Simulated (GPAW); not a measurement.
# Te2Mo (P6_3/mmc) in GPAW: a series of runs

One crystal, Te2Mo, is run at these levels: revPBE, vdW-DF2, LDA+U; tasks: band structure, equation of state, phonons.

Program: GPAW 26.7.0. These are calculated values, not measurements. Logs are shortened: lines on timing, memory, paths and dates and some standing lists are left out, and cuts for length are marked. The log counts tension as positive stress, the text compression.

**The experiment to reproduce.**

“Broadband infrared study of pressure-tunable Fano resonance and metallization transition in 2H-MoTe2”, 2022, pmc:9569381 quotes, for a bulk crystal of Te2Mo at 300 K: band gap 0.88 ± 0.05 eV (indirect).

How close the calculation comes is told below.

**1. The crystal as given**

Symmetry: P6_3/mmc, No. 194, hexagonal system. Conventional cell: a = 3.518 Å, b = 3.518 Å, c = 13.974 Å, α = 90.00°, β = 90.00°, γ = 120.00°. Te (site symmetry 3m) is surrounded by 3 Mo at 2.72 Å. Mo (site symmetry -6m2) is surrounded by 6 Te at 2.72 Å.

**2. Band structure, revPBE, spin-orbit coupling, no magnetisation**

Input file run.py:

```python
import numpy as np
from ase import Atoms
from ase.dft.bandgap import bandgap
from ase.io import write
from ase.units import GPa
from gpaw import GPAW, PW
from gpaw.spinorbit import soc_eigenstates

atoms = Atoms(['Te', 'Te', 'Te', 'Te', 'Mo', 'Mo'],
              cell=[[3.5182, 0.0, 0.0],
                    [-1.7591, 3.0468505756, 0.0],
                    [0.0, 0.0, 13.9736]],
              scaled_positions=[[0.6666666667, 0.3333333333, 0.379],
                                [0.3333333333, 0.6666666667, 0.879],
                                [0.6666666667, 0.3333333333, 0.121],
                                [0.3333333333, 0.6666666667, 0.621],
                                [0.6666666667, 0.3333333333, 0.75],
                                [0.3333333333, 0.6666666667, 0.25]],
              pbc=True)

calc = GPAW(mode=PW(600),
            xc='revPBE',
            kpts={'size': (5, 5, 2), 'gamma': True},
            occupations={'name': 'fermi-dirac', 'width': 0.05},
            nbands=46,
            convergence={'density': 1e-05, 'energy': 1e-05},
            maxiter=150,
            txt='gpaw.txt')
atoms.calc = calc
energy = atoms.get_potential_energy()
forces = atoms.get_forces()
stress = atoms.get_stress()
calc.write('gs.gpw')
write('result.traj', atoms)
print(f'Energy: {energy:.6f} eV')
print('Forces (eV/A):')
print(forces.round(4))
print('Stress (GPa):', (stress / GPa).round(3))
print('Fermi level:', round(calc.get_fermi_level(), 4), 'eV')
print(f'Gap: {bandgap(calc)[0]:.4f} eV, direct: {bandgap(calc, direct=True)[0]:.4f} eV')

path = atoms.cell.bandpath('GMKGALHA,LM,KH', npoints=60, eps=1e-4)
bs_calc = calc.fixed_density(kpts=path, symmetry='off', nbands=73,
                             convergence={'bands': 'CBM+6.0', 'eigenstates': 1e-6}, txt='bands.txt')
bs = bs_calc.band_structure()
bs.write('bs.json')
print(f'Gap on the path: {bandgap(bs_calc)[0]:.4f} eV')

soc = soc_eigenstates(bs_calc, theta=90, phi=0)
np.savetxt('soc_bands.dat', soc.eigenvalues(), fmt='%.4f')
mesh = soc_eigenstates('gs.gpw', theta=90, phi=0)
np.savetxt('soc_mesh.dat', mesh.eigenvalues(), fmt='%.4f')
print('Fermi level with spin-orbit coupling:', round(mesh.fermi_level, 4), 'eV')
```

Potentials or basis: the program's PAW data sets (release 1.2.1) made for this functional, pw.

Started as:

```console
$ OMP_NUM_THREADS=1 python run.py
```

gpaw.txt:

```text
__  _  _
 | _ |_)|_||  |
 |__||  | ||/\| - 26.7.0

Input parameters:
  mode=PW(ecut=600.0),
  convergence={'density': 1e-05, 'energy': 1e-05},
  kpts=MonkhorstPack(size=(5, 5, 2), gamma=True),
  maxiter=150,
  nbands=46,
  occupations=Occupations(name='fermi-dirac', width=0.05),
  xc=XC(name='revPBE')

Diagonalizing LCAO Hamiltonian
Converting LCAO to pw mode

        Te

           Mo

        Te

           Te

        Mo

           Te

Atoms  # Å, Bohr magnetons
|   | symbol |         x |        y |         z |    initial magnetic moments |
|---|--------|-----------|----------|-----------|-----------------------------|
| 0 |     Te |  1.759100 | 1.015617 |  5.295994 | ( 0.0000,  0.0000,  0.0000) |
| 1 |     Te | -0.000000 | 2.031234 | 12.282794 | ( 0.0000,  0.0000,  0.0000) |
| 2 |     Te |  1.759100 | 1.015617 |  1.690806 | ( 0.0000,  0.0000,  0.0000) |
| 3 |     Te | -0.000000 | 2.031234 |  8.677606 | ( 0.0000,  0.0000,  0.0000) |
| 4 |     Mo |  1.759100 | 1.015617 | 10.480200 | ( 0.0000,  0.0000,  0.0000) |
| 5 |     Mo | -0.000000 | 2.031234 |  3.493400 | ( 0.0000,  0.0000,  0.0000) |

Unit cell  # Å
| periodic |         x |        y |         z |   lengths |     angles |
|----------|-----------|----------|-----------|-----------|------------|
|      yes |  3.518200 | 0.000000 |  0.000000 |  3.518200 |  90.000000 |
|      yes | -1.759100 | 3.046851 |  0.000000 |  3.518200 |  90.000000 |
|      yes |  0.000000 | 0.000000 | 13.973600 | 13.973600 | 120.000000 |

Number of symmetries: 12
Symmetry operations  # r_c * U_cc + t_c -> r_c
|    | kind |            matrix            |
|----|------|------------------------------|
|  0 |  σ   |  1, 1, 0,  0,-1, 0,  0, 0, 1 |
|  1 |  S6  |  1, 1, 0, -1, 0, 0,  0, 0,-1 |
|  2 |  E   |  1, 0, 0,  0, 1, 0,  0, 0, 1 |
|  3 |  C2  |  1, 0, 0, -1,-1, 0,  0, 0,-1 |
|  4 |  C2  |  0, 1, 0,  1, 0, 0,  0, 0,-1 |
|  5 |  C3  |  0, 1, 0, -1,-1, 0,  0, 0, 1 |
|  6 |  S6  |  0,-1, 0,  1, 1, 0,  0, 0,-1 |
|  7 |  σ   |  0,-1, 0, -1, 0, 0,  0, 0, 1 |
|  8 |  σ   | -1, 0, 0,  1, 1, 0,  0, 0, 1 |
|  9 |  i   | -1, 0, 0,  0,-1, 0,  0, 0,-1 |
| 10 |  C3  | -1,-1, 0,  1, 0, 0,  0, 0, 1 |
| 11 |  C2  | -1,-1, 0,  0, 1, 0,  0, 0,-1 |

BZ-sampling:
  Number of BZ points: 50
  Number of IBZ points: 10

  Monkhorst-Pack size: [5, 5, 2]
  Monkhorst-Pack shift: [0.0, 0.0, 0.25]

K-points  # in reciprocal-cell coordinates
|   |                                coordinates |     weight |
|---|--------------------------------------------|------------|
| 0 | (  0.00000000,   0.00000000,   0.00000000) | 0.02000000 |
| 1 | (  0.00000000,   0.00000000,   0.50000000) | 0.02000000 |
| 2 | (  0.20000000,   0.00000000,   0.00000000) | 0.12000000 |
| 3 | (  0.20000000,   0.00000000,   0.50000000) | 0.12000000 |
| 4 | (  0.40000000,  -0.20000000,   0.00000000) | 0.12000000 |
| 5 | (  0.40000000,  -0.20000000,   0.50000000) | 0.12000000 |
| 6 | (  0.40000000,   0.00000000,   0.00000000) | 0.12000000 |
| 7 | (  0.40000000,   0.00000000,   0.50000000) | 0.12000000 |
| 8 | (  0.40000000,   0.40000000,   0.00000000) | 0.12000000 |
| 9 | (  0.40000000,   0.40000000,   0.50000000) | 0.12000000 |

Plane wave coefficients: 5024
Cutoff: 600.0 eV

Spin-components: 1 (collinear spins)
Bands:           46
Projectors:      32
Spin-degeneracy: 2
Datatype:        complex128

Parallelization:
  kpt:    1
  domain: 1
  band:   1

Density:
  Valence electrons: 52.0
  Components: 1
  Grid points: [20 20 80]
  Charge: 0.0  # |e|

Potential:
  Grid points: [20 20 80]

species:
  Te:
    name:    Tellurium
    Z:       52.0
    valence: 6
    core:    46
    charge:  0.0  # [|e|]
    compensation charges:
      type: gauss
      rc: 0.36  # [Å]
      lmax: 2
    cutoffs:
      filter: 2.09  # [Å]
      core: 3.17  # [Å]
    projectors
    | kind |    occ | energy [eV] | rcut [Å] |
    |------|--------|-------------|----------|
    |   5s |  2.000 |     -15.027 |    1.180 |
    |   5p |  4.000 |      -5.913 |    1.196 |
    |    s |        |      12.185 |    1.180 |
    |    p |        |      21.299 |    1.196 |
    |    d |        |       0.000 |    1.238 |

    Using partial waves for Te as LCAO basis

  Mo:
    name:    Molybdenum
    Z:       42.0
    valence: 14
    core:    28
    charge:  0.0  # [|e|]
    compensation charges:
      type: gauss
      rc: 0.38  # [Å]
      lmax: 2
    cutoffs:
      filter: 2.16  # [Å]
      core: 1.42  # [Å]
    projectors
    | kind |    occ | energy [eV] | rcut [Å] |
    |------|--------|-------------|----------|
    |   4s |  2.000 |     -64.252 |    1.238 |
    |   5s |  1.000 |      -3.999 |    1.238 |
    |   4p |  6.000 |     -38.444 |    1.296 |
    |   5p |  0.000 |      -1.008 |    1.296 |
    |   4d |  5.000 |      -3.700 |    1.296 |
    |    d |        |      23.512 |    1.296 |

    Using partial waves for Mo as LCAO basis

Reference energy: -959468.223304  # eV

eigensolver:
  PPCG
  Converge bands: occupied
  niter=2

density mixing:
  MSR1-Mixer
  Pratt-step length: 0.05
  Maximum mixing coefficient: 0.75
  Old densities: 10
  SVD Regularization: 0.005
  Good broyden scale: 1.0
  Trust region scale: 1.0
  Backstep threshold: 4.0
  History deletion threshold: 6.0
  Fourier metric: weight=20.0, sigma=0.015

occupation numbers:
  Fermi-Dirac:
    width: 0.0500  # eV

poisson solver:
  ecut: 4800.0  # eV

xc functional:
  name: revPBE with 2 nearest neighbor stencil

convergence criteria:
- Maximum integral of absolute [dens]ity change: 1e-05 electrons / valence electron
- Maximum [total energy] change in last 3 cyles: 1e-05 eV / valence electron
- Maximum integral of absolute [eigenst]ate change: 4e-08 eV^2 / valence electron
maximum number of iterations: 150

SCF iterations
|iter     | |      energy | eigst |  dens |
|---------|-|-------------|-------|-------|
|iter:   1| |  -35.951178 | +0.49 |       |
|iter:   2| |  -35.753613 | -1.41 | -1.09 |
|iter:   3| |  -35.056443 | -1.46 | -1.12 |
|iter:   4| |  -34.782388 | -1.74 | -1.36 |
|iter:   5| |  -34.735691 | -2.54 | -1.78 |
|iter:   6| |  -34.748935 | -3.24 | -2.10 |
|iter:   7| |  -34.737574 | -3.94 | -2.32 |
|iter:   8| |  -34.737538 | -5.08 | -2.97 |
|iter:   9| |  -34.737552c| -5.98 | -3.45 |
|iter:  10| |  -34.737552c| -7.21 | -4.19 |
|iter:  11| |  -34.737552c| -7.91c| -4.89 |
|iter:  12| |  -34.737552c| -8.25c| -5.30c|

Converged in 12 steps
Energy contributions relative to reference atoms: (reference = -959468.223304)

Energy contributions:
  Kinetic:          19.976813
  Coulomb:         -26.559777
  Zero:             -0.219002
  External:          0.000000
  Xc:              -27.935548
  Entropy:          -0.000076
  Spinorbit:         0.000000
  ----------------------------
  Free energy:     -34.737590
  Extrapolated:    -34.737552

dipole moment: (-0.000099, -0.000171, -0.000786)  # |e|*Ang

Fermi level: 8.526
Eigenvalues  # (at kpt = [0.000, 0.000, 0.000])
| band index |      eig [eV] | occ [0-2] |
|------------|---------------|-----------|
|          0 |       -52.664 |     2.000 |
|        ... |               |           |
|         18 |         6.397 |     2.000 |
|         19 |         7.158 |     2.000 |
|         20 |         7.161 |     2.000 |
|         21 |         7.161 |     2.000 |
|         22 |         7.196 |     2.000 |
|         23 |         7.196 |     2.000 |
[... 8 lines left out ...]
|         32 |        11.585 |     0.000 |
|         33 |        11.585 |     0.000 |
|        ... |               |           |
|         45 |        19.249 |     0.000 |

Gap: 0.721 eV
Transition (v -> c):
  (s=0, k=0, n=25, [0.00, 0.00, 0.00]) -> (s=0, k=4, n=26, [0.40, -0.20, 0.00])
Direct/indirect transitions are different
Direct gap: 1.291 eV
Transition at: (s=0, k=4, n=25, [0.40, -0.20, 0.00])

Forces  # eV/Ang
|        x |        y |        z |
|----------|----------|----------|
|  0.00000 | -0.00000 |  0.17597 |  # Te   0
| -0.00000 |  0.00000 |  0.17588 |  # Te   1
|  0.00000 | -0.00000 | -0.17588 |  # Te   2
|  0.00000 |  0.00000 | -0.17597 |  # Te   3
|  0.00000 | -0.00000 |  0.00003 |  # Mo   4
| -0.00000 |  0.00000 | -0.00003 |  # Mo   5

Stress tensor  # eV/Ang^3
|         x |         y |         z |
|-----------|-----------|-----------|
| -0.022578 |  0.000000 |  0.000000 |
|  0.000000 | -0.022578 |  0.000000 |
|  0.000000 |  0.000000 | -0.025962 |

# Writing to gs.gpw (mode='')
```

stdout:

```text
Energy: -34.737552 eV
Forces (eV/A):
[[ 0.     -0.      0.176 ]
 [-0.      0.      0.1759]
 [ 0.     -0.     -0.1759]
 [ 0.      0.     -0.176 ]
 [ 0.     -0.      0.    ]
 [-0.      0.     -0.    ]]
Stress (GPa): [-3.617 -3.617 -4.16   0.     0.     0.   ]
Fermi level: 8.5263 eV
Gap: 0.7209 eV, direct: 1.2913 eV
Gap on the path: 0.7473 eV
Fermi level with spin-orbit coupling: 8.5444 eV
```

Wall time 4.3 min (1 thread of Arm Neoverse V1, shared host); peak memory 0.77 GiB.

Results:

| Item | Value |
| --- | --- |
| Free energy | -34.7376 eV |
| Pressure | 3.8 GPa |
| Largest force | 0.176 eV/Å |
| Band gap on the k mesh | 0.71 eV, indirect (least direct gap 1.22 eV) |
| Band gap along the path | 0.73 eV, indirect (least direct gap 0.95 eV) |

Forces on the atoms (eV/Å):
```
Te   0.000  0.000  0.176
Te   0.000  0.000  0.176
Te   0.000  0.000 -0.176
Te   0.000  0.000 -0.176
Mo   0.000  0.000  0.000
Mo   0.000  0.000  0.000
```

Stress tensor (GPa, compression positive):
```
3.62 0.00 0.00
0.00 3.62 0.00
0.00 0.00 4.16
```

Levels at the corners of the path, in eV from the valence-band top:
```csv
point,band 50,band 51,band 52,band 53,band 54,band 55
Γ,-0.37,0.00,0.00,2.52,2.52,2.65
M,-0.57,-0.32,-0.32,1.22,1.22,1.28
K,-0.36,-0.03,-0.03,0.92,0.92,0.95
Γ,-0.37,0.00,0.00,2.52,2.52,2.65
A,-0.09,-0.09,-0.09,2.56,2.56,2.56
L,-0.45,-0.45,-0.45,1.24,1.24,1.24
H,-0.33,-0.11,-0.11,0.92,0.92,0.96
A,-0.09,-0.09,-0.09,2.56,2.56,2.56
L,-0.45,-0.45,-0.45,1.24,1.24,1.24
M,-0.57,-0.32,-0.32,1.22,1.22,1.28
K,-0.36,-0.03,-0.03,0.92,0.92,0.95
H,-0.33,-0.11,-0.11,0.92,0.92,0.96
```

Caveat: the k mesh is coarse; spin-orbit coupling was added after a scalar SCF, so levels and gaps hold it while energy, forces, pressure and moments don't; this program's spin-orbit splittings come out too wide for heavy elements; this functional lacks dispersion, which binds the layers, so the pressure and a relaxed spacing across them are unreliable.

**3. Equation of state, vdW-DF2**

Input file run.py:

```python
from ase.eos import EquationOfState
from ase.io import Trajectory, read
from ase.units import GPa
from gpaw import GPAW, PW

atoms = read('Te2Mo.xyz')

traj = Trajectory('eos.traj', 'w')
volumes, energies = [], []
for x in [0.94, 0.96, 0.98, 1.0, 1.02, 1.04, 1.06]:
    a = atoms.copy()
    a.set_cell(atoms.cell * x**(1 / 3), scale_atoms=True)
    calc = GPAW(mode=PW(600),
                xc={'name': 'vdW-DF2', 'backend': 'libvdwxc'},
                kpts={'size': (5, 5, 2), 'gamma': True},
                occupations={'name': 'fermi-dirac', 'width': 0.05},
                nbands=46,
                convergence={'density': 1e-05, 'energy': 1e-05},
                maxiter=150,
                txt=f'eos-{x:.2f}.txt')
    a.calc = calc
    energies.append(a.get_potential_energy(force_consistent=True))
    volumes.append(a.get_volume())
    calc.write(f'eos-{x:.2f}.gpw')
    traj.write(a)
    print(f'{x:.2f} {volumes[-1]:10.4f} A^3 {energies[-1]:14.6f} eV', flush=True)

v0, e0, B = EquationOfState(volumes, energies, eos='birchmurnaghan').fit()
print(f'V0 = {v0:.4f} A^3, E0 = {e0:.6f} eV, B0 = {B / GPa:.2f} GPa')
```

Input file Te2Mo.xyz:

```xyz
6
Lattice="3.5182000000 0.0000000000 0.0000000000 -1.7591000000 3.0468505756 0.0000000000 0.0000000000 0.0000000000 13.9736000000" Properties=species:S:1:pos:R:3 pbc="T T T"
Te     1.7591000002      1.0156168584      5.2959944000
Te    -0.0000000002      2.0312337172     12.2827944000
Te     1.7591000002      1.0156168584      1.6908056000
Te    -0.0000000002      2.0312337172      8.6776056000
Mo     1.7591000002      1.0156168584     10.4802000000
Mo    -0.0000000002      2.0312337172      3.4934000000
```

Potentials or basis: GPAW PAW data sets (gpaw-data 1.2.1), pw.

Started as:

```console
$ OMP_NUM_THREADS=1 python run.py
```

It took 6.8 min on 1 thread of Arm Neoverse V1, shared host; peak memory 0.45 GiB.

The run converged. Its results:

```yaml
Equilibrium_volume: "28.21 Å³/atom (rough: see the caveat)"
Bulk_modulus_at_fixed_shape_and_positions: 75 GPa (rough)
```

Energy against volume, from the lowest point:
| volume (Å³/atom) | energy (meV/atom) |
| --- | --- |
| 23.467 | 228.18 |
| 23.966 | 169.65 |
| 24.466 | 120.37 |
| 24.965 | 79.52 |
| 25.464 | 46.29 |
| 25.963 | 20.01 |
| 26.463 | 0.00 |

Caveat: the k mesh is coarse (spacing up to 0.41 Å⁻¹), so the values aren't converged; the minimum lies outside the volumes run; the cell was scaled at fixed shape and fractional positions, which overstates the stiffness of a crystal with free parameters, most of all of layers and chains; the PAW data sets were made with another functional, which shifts forces and pressure a little. The run has no spin-orbit coupling, so splittings on Te are missing.

(Part 1 of 2 ends here.)
